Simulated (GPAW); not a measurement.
Runs of GPAW 26.7.0 on Ti3Pt. It takes space group Pm-3n (No. 223, cubic). The conventional cell has a = 5.030 Å, b = 5.030 Å, c = 5.030 Å, α = 90.00°, β = 90.00°, γ = 90.00°. Around Pt (site symmetry m-3) lie 12 Ti at 2.81 Å. Ti (site symmetry -4m2) has 2 Ti at 2.51 to 2.52 Å and 4 Pt at 2.81 Å as nearest neighbours. 

```csv
level,gap on the mesh (eV),pressure (GPa),relaxed volume (Å³/atom)
PBEsol,none,0.1,15.45
PBEsol+D3(BJ),none,-0.1,(b)
PBEsol+D4,none,0.0,(a)
PBEsol+D3(BJ)+ATM,none,0.0,14.99
PBEsol+D3,none,-0.1,14.81
```

Alike in all rows: task relaxation of cell and atoms; potentials or basis PAW data sets generated in the run's folder for this functional, pw; no spin polarisation; cell relaxed; k mesh 5 × 5 × 5; cutoff (eV) 600; smearing fermi-dirac 0.05 eV.

**Question.** Estimate the missing entries.

**Answer.** (a) 15.29; (b) 14.84.

Caveats: later steps reuse the first step's grids; pairwise dispersion overbinds metals, which lowers pressure and volume (some runs).

A k mesh can miss the band edges, and the runs leave out spin-orbit coupling on Pt.

A gap of «none» marks a metal or a gap under the smearing width.

Not every run made on this cell is shown here.
